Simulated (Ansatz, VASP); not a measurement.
# SiC: VASP beside Ansatz

```
Si C
1.0
     0.00000    2.05259    2.05259
     2.05259    0.00000    2.05259
     2.05259    2.05259    0.00000
Si C
1 1
Direct
  0.25000 0.25000 0.25000
  0.00000 0.00000 0.00000
```

Alike in both runs: functional PBE; k mesh 12 × 12 × 12; occupations gaussian, width 0.02 eV; no spin polarisation.

Ansatz relaxed the structure, and its values are those at the end. VASP's run is a single point on that final structure, the one shown.

|  | VASP | Ansatz |
| --- | --- | --- |
| version | VASP 6.6.1 | Ansatz 0.2.0 |
| potentials or method | VASP PAW PBE potentials, release 64 (Si, C) | scalar-relativistic, plane waves, PAW |
| plane-wave cutoff (eV) | 520 | 420 |
| valence electrons in the cell | 8 | 8 |

|  | VASP | Ansatz | Ansatz less VASP |
| --- | --- | --- | --- |
| gap on the k mesh at the Fermi level (eV) | 1.17 | 1.17 | +0.004 |
| least direct gap on the mesh (eV) | 4.69 | 4.70 | +0.011 |

 A k mesh can miss the band edges.
